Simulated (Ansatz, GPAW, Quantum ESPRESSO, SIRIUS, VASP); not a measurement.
## Au: equilibrium volume by level of theory

**What was measured.** The equilibrium volume of Au (Gold) (Fm-3m) is reported as 16.96 Å³/atom at 298.15 K (a printed reference work). The runs below try to reproduce it.

```xyz
1
Lattice="0.0000 2.0350 2.0350 2.0350 0.0000 2.0350 2.0350 2.0350 0.0000" Properties=species:S:1:pos:R:3 pbc="T T T"
Au    0.0000    0.0000    0.0000
```

| rung | level | program and potentials | cutoff (eV) | k mesh | smearing | task | equilibrium volume (Å³/atom) | miss | notes |
| --- | --- | --- | --- | --- | --- | --- | --- | --- | --- |
| LDA | LDA | Ansatz, all-electron LAPW, scalar-relativistic | - | 11 × 11 × 11 | fermi-dirac 0.05 | relaxation of cell and atoms | 16.58 | -2.2 % | - |
| LDA + U (3 eV) | LDA+U (Au d U = 3 eV) | GPAW, the program's PAW data sets (release 1.2.1) made for this functional | 600 | 11 × 11 × 11 | fermi-dirac 0.05 | equation of state | 16.75 | -1.2 % | - |
| GGA | AM05 | SIRIUS, all-electron FP-LAPW, apw+lo standard | - | 11 × 11 × 11 | fermi-dirac 0.05 | equation of state | 16.93 | -0.2 % | - |
| GGA + dispersion | BLYP+D4 | Ansatz, all-electron LAPW, scalar-relativistic | - | 11 × 11 × 11 | fermi-dirac 0.05 | relaxation of cell and atoms | 17.89 | +5.5 % | - |
| GGA | PBE | VASP, PBE PAW files Au, 600 eV | 600 | 11 × 11 × 11 | fermi-dirac 0.05 | relaxation of cell and atoms | 17.94 | +5.8 % | - |
| GGA | PBE | VASP, PBE PAW files Au, release 54, 580 eV | 580 | 11 × 11 × 11 | fermi-dirac 0.05 | relaxation of cell and atoms | 17.94 | +5.8 % | - |
| GGA + dispersion | PBE+D3(zero damping) | GPAW, GPAW PAW data sets (gpaw-data 1.2.1) | 600 | 11 × 11 × 11 | fermi-dirac 0.05 | equation of state | 17.49 | +3.1 % | - |
| GGA + dispersion | PBE+MBD | VASP, PBE PAW files Au, 600 eV | 600 | 11 × 11 × 11 | fermi-dirac 0.05 | relaxation of cell and atoms | 17.46 | +2.9 % | - |
| GGA | PBEsol | Quantum ESPRESSO, PseudoDojo 0.4.1 SR PBEsol standard | 1034 | 11 × 11 × 11 | fermi-dirac 0.05 | equation of state | 16.98 | +0.1 % | - |
| GGA | PBEsol | VASP, PBE PAW files Au, 520 eV | 520 | 11 × 11 × 11 | fermi-dirac 0.05 | equation of state | 17.00 | +0.2 % | potentials made for PBE |
| GGA + dispersion | PBEsol+D4 | GPAW, PAW data sets generated for this functional | 600 | 11 × 11 × 11 | fermi-dirac 0.05 | equation of state | 16.96 | +0.0 % | far from this level's other runs, cause not traced |
| GGA + dispersion | RPBE+D4 | Ansatz, all-electron LAPW, scalar-relativistic | - | 11 × 11 × 11 | fermi-dirac 0.05 | relaxation of cell and atoms | 17.18 | +1.3 % | - |
| GGA + dispersion | RPBE+D4 | VASP, PBE PAW files Au, 600 eV | 600 | 11 × 11 × 11 | fermi-dirac 0.05 | relaxation of cell and atoms | 17.16 | +1.2 % | potentials made for PBE |
| GGA + dispersion | revPBE+D3(zero damping) | VASP, PBE PAW files Au, 600 eV | 600 | 11 × 11 × 11 | fermi-dirac 0.05 | relaxation of cell and atoms | 17.40 | +2.6 % | potentials made for PBE |
| GGA + dispersion | revPBE+D4 | GPAW, the program's PAW data sets (release 1.2.1) made for this functional | 600 | 11 × 11 × 11 | fermi-dirac 0.05 | equation of state | 17.41 | +2.7 % | far from this level's other runs, cause not traced |
| non-local van der Waals functional | optB86b-vdW | VASP, PBE PAW files Au, 600 eV | 600 | 11 × 11 × 11 | fermi-dirac 0.05 | relaxation of cell and atoms | 17.50 | +3.2 % | potentials made for PBE |
| non-local van der Waals functional | optB88-vdW | VASP, PBE PAW files Au, 600 eV | 600 | 11 × 11 × 11 | fermi-dirac 0.05 | relaxation of cell and atoms | 17.99 | +6.1 % | potentials made for PBE |
| non-local van der Waals functional | rev-vdW-DF2 | VASP, PBE PAW files Au, 600 eV | 600 | 11 × 11 × 11 | fermi-dirac 0.05 | relaxation of cell and atoms | 17.52 | +3.3 % | potentials made for PBE |

All rows: no spin polarisation. Smearing widths are in eV. For a metal such meshes aren't converged. Meshes are those of the run's cell of 1 atom unless a note names another. Relaxations start from the cell shown or near it and stop with a little pressure left. The cell shown, of 16.85 Å³ an atom, is the runs' start and not the measured value. Misses use the values as printed. Runs on faulty files, with rough fits or with known faults for this quantity aren't shown. No row holds spin-orbit coupling.

By rung: LDA 16.58; LDA + U (3 eV) 16.75; GGA 16.93 to 17.94; GGA + dispersion 16.96 to 17.89; non-local van der Waals functional 17.50 to 17.99 (Å³/atom). Measured: 16.96 Å³/atom at 298.15 K (a printed reference work). Closest is PBEsol+D4 (+0.0 %), and PBE misses by +5.8 % on plain settings. The runs are for a static lattice, while measurements hold temperature and zero-point motion.
